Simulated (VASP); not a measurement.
Set up this calculation in VASP 6.6.1, as the native input.

| Item | Value |
| --- | --- |
| Task | band structure |
| Functional | PBE |
| Potentials or basis | VASP PAW PBE potentials, release 64 (Ga_d, N) |
| Cutoff | 520 eV |
| k mesh | 8 × 8 × 4 |
| Occupations | gaussian, width 0.02 eV |
| Spin | spin-orbit coupling, no magnetisation |
| Ladder | gaps |
| Further INCAR settings | ALGO = Fast; EDIFF = 1e-06 |

The structure of GaN lies in POSCAR:

```
GaN
1.0
    3.1800000000      0.0000000000      0.0000000000
   -1.5900000000      2.7539607840      0.0000000000
    0.0000000000      0.0000000000      5.1660000000
Ga N
2 2
Direct
    0.6666666667      0.3333333333      0.5000000000
    0.3333333333      0.6666666667      0.0000000000
    0.6666666667      0.3333333333      0.8750000000
    0.3333333333      0.6666666667      0.3750000000
```

These files were run (other wordings do the same):

INCAR

```
  PREC = Accurate
  ENCUT = 520
  EDIFF = 1E-6
  ISMEAR = 0
  SIGMA = 0.02
  LREAL = F
  LASPH = T
  NELM = 60
  ALGO = Fast
  ISIF = 2
  LWAVE = F
  LCHARG = F
  MAGMOM = 0 0 0 0 0 0 0 0 0 0 0 0
  LORBIT = 11
  LSORBIT = T
  GGA_COMPAT = F
  GGA = PE
  KPAR = 2
```

KPOINTS

```
regular mesh
0
Gamma
  8 8 4
```

KPOINTS_OPT

```
path GMKGALHA,LM,KH
20
line-mode
reciprocal
 0.0000000000  0.0000000000  0.0000000000  G
 0.5000000000  0.0000000000  0.0000000000  M

 0.5000000000  0.0000000000  0.0000000000  M
 0.3333333333  0.3333333333  0.0000000000  K

 0.3333333333  0.3333333333  0.0000000000  K
 0.0000000000  0.0000000000  0.0000000000  G

 0.0000000000  0.0000000000  0.0000000000  G
 0.0000000000  0.0000000000  0.5000000000  A

 0.0000000000  0.0000000000  0.5000000000  A
 0.5000000000  0.0000000000  0.5000000000  L

 0.5000000000  0.0000000000  0.5000000000  L
 0.3333333333  0.3333333333  0.5000000000  H

 0.3333333333  0.3333333333  0.5000000000  H
 0.0000000000  0.0000000000  0.5000000000  A

 0.5000000000  0.0000000000  0.5000000000  L
 0.5000000000  0.0000000000  0.0000000000  M

 0.3333333333  0.3333333333  0.0000000000  K
 0.3333333333  0.3333333333  0.5000000000  H
```

Potentials or basis: VASP PAW PBE potentials, release 64 (Ga_d, N).

The run is started by

```sh
$ cat potpaw_PBE.64/Ga_d/POTCAR potpaw_PBE.64/N/POTCAR > POTCAR
$ mpirun -np 2 vasp_ncl > vasp.out
```

Results of the run:

| Property | Result |
| --- | --- |
| Pressure | 7.3 GPa |
| Largest force | 0.134 eV/Å |
| Valence electrons inside the program's atomic spheres | Ga 11.88; N 3.75 |

Wall time 2.6 min on 2 MPI ranks on Intel(R) Xeon(R) 6975P-C (Granite Rapids), with other jobs on the host, peak memory 0.38 GiB a rank.
